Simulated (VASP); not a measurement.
# Si (Fd-3m) in VASP: further runs

Runs on Si. Level: PBE. Tasks: single point.

Program: VASP 6.6.1. These are calculated values, not measurements. Logs are shortened: lines on timing, memory, paths and dates and some standing lists are left out, and cuts for length are marked.

## (1) The undisturbed crystal

Symmetry: Fd-3m, No. 227, cubic system. Conventional cell: a = 5.444 Å, b = 5.444 Å, c = 5.444 Å, α = 90.00°, β = 90.00°, γ = 90.00°. Si (site symmetry -43m) has 4 Si at 2.36 Å as nearest neighbours.

## (2) Single point, PBE (grid = ENCUT=300 dk=0.45 cell=2x2x2 ISMEAR=0 SIGMA=0.05 LREAL=Auto EDIFF=1e-06)

Contents of INCAR:

```
  PREC = Accurate
  ENCUT = 300
  EDIFF = 1E-6
  ISMEAR = 0
  SIGMA = 0.05
  LREAL = Auto
  LASPH = T
  NELM = 120
  ALGO = Fast
  ISIF = 2
  LWAVE = F
  LCHARG = F
  GGA = PE
  NBANDS = 40
```

Contents of KPOINTS:

```
Automatic mesh
0
Gamma
  3 3 3
```

Contents of POSCAR:

```
Si
1.0
    0.0000000000      5.4437023730      5.4437023730
    5.4437023730      0.0000000000      5.4437023730
    5.4437023730      5.4437023730      0.0000000000
Si
16
Direct
    0.2500000000      0.2500000000      0.2500000000
    0.2500000000      0.2500000000      0.7500000000
    0.2500000000      0.7500000000      0.2500000000
    0.2500000000      0.7500000000      0.7500000000
    0.7500000000      0.2500000000      0.2500000000
    0.7500000000      0.2500000000      0.7500000000
    0.7500000000      0.7500000000      0.2500000000
    0.7500000000      0.7500000000      0.7500000000
    0.3750000000      0.3750000000      0.3750000000
    0.3750000000      0.3750000000      0.8750000000
    0.3750000000      0.8750000000      0.3750000000
    0.3750000000      0.8750000000      0.8750000000
    0.8750000000      0.3750000000      0.3750000000
    0.8750000000      0.3750000000      0.8750000000
    0.8750000000      0.8750000000      0.3750000000
    0.8750000000      0.8750000000      0.8750000000
```

Potentials or basis: VASP PAW PBE potentials, release 64 (Si).

Started as:

```console
cat potpaw_PBE.64/Si/POTCAR > POTCAR
mpirun -np 1 vasp_std > vasp.out
```

OUTCAR:

```text
PREC = Accurate
   ENCUT = 300
   EDIFF = 1E-6
   ISMEAR = 0
   LREAL = Auto
   LASPH = T
   NELM = 120
   ISIF = 2
   GGA = PE

 Found      4 irreducible k-points:

 Following reciprocal coordinates:
            Coordinates               Weight
  0.000000  0.000000  0.000000      1.000000
  0.333333  0.000000  0.000000      8.000000
  0.333333  0.333333  0.000000      6.000000
 -0.333333  0.333333  0.000000     12.000000
   k-points           NKPTS =      4   k-points in BZ     NKDIM =      4   number of bands    NBANDS=     40
   number of dos      NEDOS =    301   number of ions     NIONS =     16
   total plane-waves  NPLWV = 110592
   dimension x,y,z NGX =    48 NGY =   48 NGZ =   48
   dimension x,y,z NGXF=    96 NGYF=   96 NGZF=   96
   ions per type =              16
   NGX,Y,Z   is equivalent  to a cutoff of  10.37, 10.37, 10.37 a.u.
   NGXF,Y,Z  is equivalent  to a cutoff of  20.73, 20.73, 20.73 a.u.
 SYSTEM =  unknown system
   PREC   = accura    normal or accurate (medium, high low for compatibility)
   ISTART =      0    job   : 0-new  1-cont  2-samecut
   ICHARG =      2    charge: 1-file 2-atom 10-const
   ISPIN  =      1    spin polarized calculation?
   LNONCOLLINEAR =      F non collinear calculations
   LSORBIT =      F    spin-orbit coupling
   LASPH  =      T    aspherical Exc in radial PAW
   ENCUT  =  300.0 eV  22.05 Ry    4.70 a.u.  10.87 10.87 10.87*2*pi/ulx,y,z
   NELM   =    120;   NELMIN=  2; NELMDL= -5     # of ELM steps
   EDIFF  = 0.1E-05   stopping-criterion for ELM
   LREAL  =      T    real-space projection
   EDIFFG = 0.1E-04   stopping-criterion for IOM
   NSW    =      0    number of steps for IOM
   IBRION =     -1    ionic relax: 0-MD 1-quasi-New 2-CG
   NFREE  =      0    steps in history (QN), initial steepest desc. (CG)
   ISIF   =      2    stress and relaxation
   ISYM   =      2    0-nonsym 1-usesym 2-fastsym
   POTIM  = 0.5000    time-step for ionic-motion
   TEBEG  =    0.0;   TEEND  =   0.0 temperature during run
   PSTRESS=    0.0 pullay stress
   NELECT =      64.0000    total number of electrons
   NUPDOWN=      -1.0000    fix difference up-down
   EMIN   =  10.00;   EMAX   =-10.00  energy-range for DOS
   EFERMI =   0.00;   METHOD = LEGACY
   ISMEAR =     0;   SIGMA  =   0.05  broadening in eV -4-tet -1-fermi 0-gaus
   EFERMI_NEDOS =   21; number of points for ismear=-14 and -15
   IALGO  =     68    algorithm
   IMIX   =      4    mixing-type and parameters
     AMIX     =   0.40;   BMIX     =  1.00
     AMIX_MAG =   1.60;   BMIX_MAG =  1.00
  volume/ion in A,a.u.               =      20.16       136.08
  Fermi-wavevector in a.u.,A,eV,Ry     =   0.954766  1.804247 12.402783  0.911579
  Thomas-Fermi vector in A             =   2.083543
   LORBIT       =      0    0 simple, 1 ext, 2 COOP (PROOUT), +10 PAW based schemes
   GGA     = PE    functional components
   LHFCALC =     F    Hartree Fock is set to
   AEXX    =    0.0000 exact exchange contribution
   IVDW    =     0    specifies the selected vdW correction
   LEPSILON=     F    determine dielectric tensor
   LRPA    =     F    only Hartree local field effects (RPA)
 non-spin polarized calculation
 RMM-DIIS sequential band-by-band and
 Gauss-broadening in eV      SIGMA  =   0.05
  energy-cutoff  :      300.00
  volume of cell :      322.64
 maximum number of plane-waves:      3839
 NGX is ok and might be reduce to    48
   NGX = 21   NGY = 21   NGZ = 21

 number of electron      63.9999991 magnetization

 Free energy of the ion-electron system (eV)
  ---------------------------------------------------
  ext. energy  EPLUGINS =         0.00000000
  ---------------------------------------------------
  free energy    TOTEN  =       -86.54838059 eV

  energy without entropy =      -86.54838059  energy(sigma->0) =      -86.54838059

 E-fermi :   6.0188     XC(G=0):  -9.3767

 val. band max:        5.7626745029   @ k =   0.0000   0.0000   0.0000
 cond. band min:       6.4876580840   @ k =   0.0000   0.0000   0.0000
 fundamental gap:      0.7249835811
 Fermi energy:         6.0188243168

 k-point     1 :       0.0000    0.0000    0.0000
  band No.  band energies     occupation
      1      -6.1486      2.00000
      2      -3.8344      2.00000
      3      -3.8344      2.00000
      4      -3.8344      2.00000
      5      -3.8344      2.00000
      6      -2.0292      2.00000
      7      -2.0292      2.00000
      8      -2.0292      2.00000
      9      -2.0292      2.00000
     10      -2.0292      2.00000
     11      -2.0292      2.00000
     12      -1.1721      2.00000
     13      -1.1721      2.00000
     14      -1.1721      2.00000
     15      -1.1721      2.00000
     16       2.9303      2.00000
     17       2.9303      2.00000
     18       2.9303      2.00000
     19       2.9303      2.00000
     20       2.9303      2.00000
     21       2.9303      2.00000
     22       4.5717      2.00000
     23       4.5717      2.00000
     24       4.5717      2.00000
     25       4.5717      2.00000
     26       4.5717      2.00000
     27       4.5717      2.00000
     28       4.5717      2.00000
     29       4.5717      2.00000
     30       5.7627      2.00000
     31       5.7627      2.00000
     32       5.7627      2.00000
     33       6.4877      0.00000
     34       6.4877      0.00000
     35       6.4877      0.00000
     36       6.4877      0.00000
     37       6.4877      0.00000
     38       6.4877      0.00000
     39       7.2793      0.00000
     40       7.2793      0.00000

 k-point     2 :       0.3333    0.0000    0.0000
  band No.  band energies     occupation
      1      -5.7894      2.00000
      2      -4.7805      2.00000
      3      -3.6749      2.00000
      4      -3.6749      2.00000
      5      -3.6749      2.00000
      6      -3.0996      2.00000
      7      -3.0996      2.00000
      8      -3.0996      2.00000
      9      -0.8143      2.00000
     10      -0.8143      2.00000
     11      -0.8143      2.00000
     12      -0.7852      2.00000
     13      -0.7852      2.00000
     14      -0.7852      2.00000
     15       0.4511      2.00000
     16       2.1588      2.00000
     17       2.1588      2.00000
     18       2.1588      2.00000
     19       3.0022      2.00000
     20       3.0022      2.00000
     21       3.0022      2.00000
     22       3.2267      2.00000
     23       3.2267      2.00000
     24       3.2267      2.00000
     25       3.3890      2.00000
     26       3.9993      2.00000
     27       3.9993      2.00000
     28       3.9993      2.00000
     29       4.7691      2.00000
     30       4.7691      2.00000
     31       5.3165      2.00000
     32       5.3165      2.00000
     33       6.8389      0.00000
     34       6.8389      0.00000
     35       6.8389      0.00000
     36       7.5042      0.00000
     37       7.8071      0.00000
     38       7.8071      0.00000
     39       7.8071      0.00000
     40       8.0948      0.00000

 k-point     3 :       0.3333    0.3333    0.0000
  band No.  band energies     occupation
      1      -5.6672      2.00000
      2      -4.2555      2.00000
      3      -4.0565      2.00000
      4      -4.0565      2.00000
      5      -4.0565      2.00000
      6      -4.0565      2.00000
      7      -1.9115      2.00000
      8      -1.9115      2.00000
      9      -1.9115      2.00000
     10      -1.9115      2.00000
     11      -0.2199      2.00000
     12      -0.2199      2.00000
     13      -0.2199      2.00000
     14      -0.2199      2.00000
     15       0.7604      2.00000
     16       2.1467      2.00000
     17       2.1467      2.00000
     18       2.1467      2.00000
     19       2.1467      2.00000
     20       2.7346      2.00000
     21       2.7346      2.00000
     22       2.7346      2.00000
     23       2.7346      2.00000
     24       3.3625      2.00000
     25       3.3625      2.00000
     26       3.7209      2.00000
     27       4.4748      2.00000
     28       4.4748      2.00000
     29       4.4748      2.00000
     30       4.4748      2.00000
     31       4.5798      2.00000
     32       4.5798      2.00000
     33       6.5015      0.00000
     34       7.4718      0.00000
     35       7.7662      0.00000
     36       8.2092      0.00000
     37       8.2092      0.00000
     38       8.2097      0.00000
     39       8.2116      0.00000
     40       8.5149      0.00000

 k-point     4 :      -0.3333    0.3333    0.0000
  band No.  band energies     occupation
      1      -5.2048      2.00000
      2      -4.8570      2.00000
      3      -4.8570      2.00000
      4      -3.8734      2.00000
      5      -3.8734      2.00000
      6      -2.9065      2.00000
      7      -2.8968      2.00000
      8      -2.8968      2.00000
      9      -1.0580      2.00000
     10      -1.0580      2.00000
     11      -0.9873      2.00000
     12       0.1324      2.00000
     13       0.1324      2.00000
     14       1.3390      2.00000
     15       1.3390      2.00000
     16       1.3846      2.00000
     17       1.7821      2.00000
     18       1.7821      2.00000
     19       2.0538      2.00000
     20       2.2203      2.00000
     21       2.2203      2.00000
     22       3.0233      2.00000
     23       3.0233      2.00000
     24       3.3692      2.00000
     25       3.4859      2.00000
     26       3.4859      2.00000
     27       3.6660      2.00000
     28       3.7818      2.00000
     29       3.7818      2.00000
     30       4.0298      2.00000
     31       4.0298      2.00000
     32       5.2018      2.00000
     33       7.3390      0.00000
     34       7.7312      0.00000
     35       7.7312      0.00000
     36       8.6166      0.00000
     37       8.6166      0.00000
     38       8.7858      0.00000
     39       9.1353      0.00000
     40       9.1863      0.00000

------------------------ aborting loop because EDIFF is reached ----------------------------------------

  FORCE on cell =-STRESS in cart. coord.  units (eV):
  Direction    XX          YY          ZZ          XY          YZ          ZX
  --------------------------------------------------------------------------------------
  -------------------------------------------------------------------------------------
  Total        2.4324208      2.4324208      2.4324208     -0.0000000      0.0000000     -0.0000000
  in kB       12.0791443     12.0791443     12.0791443     -0.0000000      0.0000000     -0.0000000
  external PRESSURE =      12.0791443 kB  Pullay stress =       0.0000000 kB

 VOLUME and BASIS-vectors are now :
 -----------------------------------------------------------------------------
  energy-cutoff  :      300.00
  volume of cell :      322.64
      direct lattice vectors                 reciprocal lattice vectors
     0.000000000  5.443702373  5.443702373    -0.091849254  0.091849254  0.091849254
     5.443702373  0.000000000  5.443702373     0.091849254 -0.091849254  0.091849254
     5.443702373  5.443702373  0.000000000     0.091849254  0.091849254 -0.091849254

 POSITION                                       TOTAL-FORCE (eV/Angst)
 -----------------------------------------------------------------------------------
      2.72185      2.72185      2.72185        -0.000000     -0.000000      0.000000
      5.44370      5.44370      2.72185         0.000000     -0.000000      0.000000
      5.44370      2.72185      5.44370        -0.000000     -0.000000      0.000000
      8.16555      5.44370      5.44370         0.000000     -0.000000      0.000000
      2.72185      5.44370      5.44370         0.000000     -0.000000      0.000000
      5.44370      8.16555      5.44370         0.000000     -0.000000      0.000000
      5.44370      5.44370      8.16555         0.000000     -0.000000      0.000000
      8.16555      8.16555      8.16555        -0.000000     -0.000000      0.000000
      4.08278      4.08278      4.08278         0.000000      0.000000     -0.000000
      6.80463      6.80463      4.08278        -0.000000      0.000000     -0.000000
      6.80463      4.08278      6.80463        -0.000000      0.000000     -0.000000
      9.52648      6.80463      6.80463        -0.000000      0.000000     -0.000000
      4.08278      6.80463      6.80463        -0.000000      0.000000     -0.000000
      6.80463      9.52648      6.80463         0.000000      0.000000     -0.000000
      6.80463      6.80463      9.52648         0.000000      0.000000     -0.000000
      9.52648      9.52648      9.52648         0.000000      0.000000     -0.000000
 -----------------------------------------------------------------------------------
    total drift:                               -0.000000     -0.000000     -0.000000

  FREE ENERGIE OF THE ION-ELECTRON SYSTEM (eV)
  ---------------------------------------------------
  free  energy   TOTEN  =       -86.5483805866 eV

  energy  without entropy=      -86.5483805866  energy(sigma->0) =      -86.54838059
```

It took 31 s on 1 thread of Intel Xeon 6975P-C (Granite Rapids), shared host; peak memory 0.3 GiB.

The run converged, but some of its settings lie outside the range that counts as converged, so its numbers aren't taken as properties of the crystal.

Results:

| Property | Result |
| --- | --- |
| Free energy | -86.5484 eV |
| Pressure | 1.2 GPa |
| Band gap on the k mesh | 0.73 eV |

Caveat: the cutoff is under 1.25 times the usual one of these potentials, so pressure, stress and relaxed cells hold a basis-set (Pulay) error; an odd mesh through Γ misses points on the zone boundary, where band edges often lie.

## (3) Single point, PBE (grid = ENCUT=350 dk=0.45 cell=2x2x2 ISMEAR=0 SIGMA=0.05 LREAL=Auto EDIFF=1e-06)

INCAR, as its differences from that of step 2:

```diff
@@ -1,3 +1,3 @@
   PREC = Accurate
-  ENCUT = 300
+  ENCUT = 350
   EDIFF = 1E-6
```

KPOINTS is that of step 2.

POSCAR is that of step 2.

Potentials or basis: VASP PAW PBE potentials, release 64 (Si).

Started as:

```console
cat potpaw_PBE.64/Si/POTCAR > POTCAR
mpirun -np 1 vasp_std > vasp.out
```

It took 36 s on 1 thread of Intel Xeon 6975P-C (Granite Rapids), shared host; peak memory 0.3 GiB.

These settings aren't checked as converged: the numbers below hold their error.

What came out:

```
Free energy            : -86.5808 eV
Pressure               : 1.3 GPa
Band gap on the k mesh : 0.72 eV
```

Caveat: an odd mesh through Γ misses points on the zone boundary, where band edges often lie.

## (4) For comparison

An earlier run on the cell as given: functional PBE; potentials or basis VASP PAW PBE potentials, release 64 (Si); cutoff 520 eV; k mesh 8 × 8 × 8; occupations fermi-dirac, width 0.05 eV; no spin polarisation.

- Pressure: 1.3 GPa
- Band gap on the k mesh: 0.63 eV, indirect (least direct gap 2.56 eV)
